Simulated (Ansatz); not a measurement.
The cell is Ge3N4 (P6_3/m) from a database of computed structures; cell and atoms were relaxed with r2SCAN. The symmetry is P6_3/m (No. 176, hexagonal); conventional cell a = 8.044 Å, c = 3.080 Å, 12.33 Å³ an atom. Around Ge lie 4 N at 1.83–1.84 Å; around N lie 3 Ge at 1.83 Å; around N lie 3 Ge at 1.84 Å.

```cif
data_structure
_symmetry_space_group_name_H-M 'P 1'
_symmetry_Int_Tables_number 1
_cell_length_a 8.0439
_cell_length_b 8.0439
_cell_length_c 3.0801
_cell_angle_alpha 90.000
_cell_angle_beta 90.000
_cell_angle_gamma 120.000
_cell_volume 172.59
loop_
_atom_site_label
_atom_site_type_symbol
_atom_site_fract_x
_atom_site_fract_y
_atom_site_fract_z
_atom_site_occupancy
Ge1 Ge 0.82864 0.23494 0.75000 1
Ge2 Ge 0.59370 0.82864 0.25000 1
Ge3 Ge 0.23494 0.40630 0.25000 1
Ge4 Ge 0.76506 0.59370 0.75000 1
Ge5 Ge 0.40630 0.17136 0.75000 1
Ge6 Ge 0.17136 0.76506 0.25000 1
N1 N 0.66667 0.33333 0.75000 1
N2 N 0.33333 0.66667 0.25000 1
N3 N 0.66939 0.97221 0.75000 1
N4 N 0.69718 0.66939 0.25000 1
N5 N 0.97221 0.30282 0.25000 1
N6 N 0.02779 0.69718 0.75000 1
N7 N 0.33061 0.02779 0.25000 1
N8 N 0.30282 0.33061 0.75000 1
```

4 runs of Ansatz 0.2.0 on this cell differ in the functional (and in the settings that go with it). Levels are in eV from each run's valence top; v1 is the last filled band, c1 the first empty one.

Run A, mean stress -0.8 GPa (compression positive):
```
point     v2     v1    c1    c2
    Γ  -0.20   0.00  4.43  5.83
    M  -0.10  -0.05  5.55  5.82
    K  -0.07  -0.07  5.88  6.15
```

Run B, mean stress -0.6 GPa (compression positive):
```
point     v2     v1    c1    c2
    Γ  -0.21   0.00  3.70  5.08
    M  -0.10  -0.05  4.80  5.07
    K  -0.07  -0.07  5.13  5.40
```

Run C, mean stress +6.4 GPa (compression positive):
```
point     v2     v1    c1    c2
    Γ  -0.23   0.00  2.19  3.53
    M  -0.11  -0.05  3.28  3.52
    K  -0.08  -0.08  3.61  3.83
```

Run D, mean stress 0.0 GPa (compression positive):
```
point     v2     v1    c1    c2
    Γ  -0.22   0.00  2.67  4.07
    M  -0.11  -0.05  3.79  4.04
    K  -0.08  -0.08  4.12  4.36
```

Task: Match the runs to PBE, r2SCAN, HSE06, PBE0.

Result: A is PBE0, B is HSE06, C is PBE, D is r2SCAN. In order of the gap: PBE 2.19, r2SCAN 2.67, HSE06 3.70, PBE0 4.43 eV. The stress vanishes for r2SCAN, which relaxed the cell.

Calculated for a static, non-magnetic cell.

Spin-orbit coupling is left out.

The program warns that its thresholds are loose for a hybrid's stress.

The meshes of the hybrids are coarse, so their gaps aren't converged to the digits shown.
